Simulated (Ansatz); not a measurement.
# As: what a guessed cell relaxes into

Aim: relax a trial structure of As and see where it ends.

Program: Ansatz 0.2.0. Level of theory: DFT PBE, scalar-relativistic, plane waves, PAW. These are calculated values, not measurements.

### Step 1. The system as given

It takes space group Pm-3m (No. 221, cubic). Conventional cell: a = 4.760 Å, b = 4.760 Å, c = 4.760 Å, α = 90.00°, β = 90.00°, γ = 90.00°. As (site symmetry 4/mmm) is surrounded by 6 As at 2.38 Å. Around As (site symmetry m-3m) lie 6 As at 2.38 Å. As (site symmetry 4/mmm) has 4 As at 2.38 Å as nearest neighbours.

Structure file:

```cif
data_structure
_symmetry_space_group_name_H-M 'P 1'
_symmetry_Int_Tables_number 1
_cell_length_a 4.7600
_cell_length_b 4.7600
_cell_length_c 4.7600
_cell_angle_alpha 90.000
_cell_angle_beta 90.000
_cell_angle_gamma 90.000
_cell_volume 107.85
loop_
_atom_site_label
_atom_site_type_symbol
_atom_site_fract_x
_atom_site_fract_y
_atom_site_fract_z
_atom_site_occupancy
As1 As 0.50000 0.50000 0.00000 1
As2 As 0.00000 0.50000 0.50000 1
As3 As 0.50000 0.00000 0.50000 1
As4 As 0.50000 0.50000 0.50000 1
As5 As 0.50000 0.00000 0.00000 1
As6 As 0.00000 0.50000 0.00000 1
As7 As 0.00000 0.00000 0.50000 1
```

Recipe of the guess: 4-, 6-connected net of one element (Pm-3m, No. 221). The dimensions are guesses.

### Step 2. Probe: one point on a coarse mesh

input.yaml reads:

```yaml
crystal:
  lattice:
    - [4.76, 0.0, 0.0]
    - [0.0, 4.76, 0.0]
    - [0.0, 0.0, 4.76]
  atoms:
    - { symbol: As, position: [0.5, 0.5, 0.0] }
    - { symbol: As, position: [0.0, 0.5, 0.5] }
    - { symbol: As, position: [0.5, 0.0, 0.5] }
    - { symbol: As, position: [0.5, 0.5, 0.5] }
    - { symbol: As, position: [0.5, 0.0, 0.0] }
    - { symbol: As, position: [0.0, 0.5, 0.0] }
    - { symbol: As, position: [0.0, 0.0, 0.5] }
basis:
  ecutwfc: 420
kpoints:
  mp_grid: { grid: [4, 4, 4] }
hamiltonian:
  xc: pbe
scf:
  occupations: { method: gaussian, width: 0.1 }
  lower_state_search: "off"
output:
  forces: true
  stress: true
  eigenvalues: true
```

The run is started by

```console
$ ansatz run input.yaml --threads 1 --pin off --max-ram 2048MiB --backend cpu --events-out ev --progress --plain --runs-dir out
```

Further runs follow: rough relaxation on the coarse mesh; full relaxation.

What does the calculation give? Wanted: conventional cell; volume; energy over the standard state; gap on the mesh.

As calculated:

```
                              quantity                                                                      value
symmetry at the end (tolerance 0.05 Å)                                                space group Pm-3m (No. 221)
                     conventional cell  a = 5.369 Å, b = 5.369 Å, c = 5.369 Å, α = 90.00°, β = 90.00°, γ = 90.00°
                                volume                                                              22.11 Å³/atom
        energy over the standard state                                                              +0.37 eV/atom
                       gap on the mesh                                                               none (metal)
```

In words: The space group Pm-3m (No. 221) is kept, and the volume per atom grows by 43.5 % from the first guess. It lies above the element's standard state, so it is metastable at best. No finished test with a distortion of lower symmetry is shown, so the end may be a saddle point.
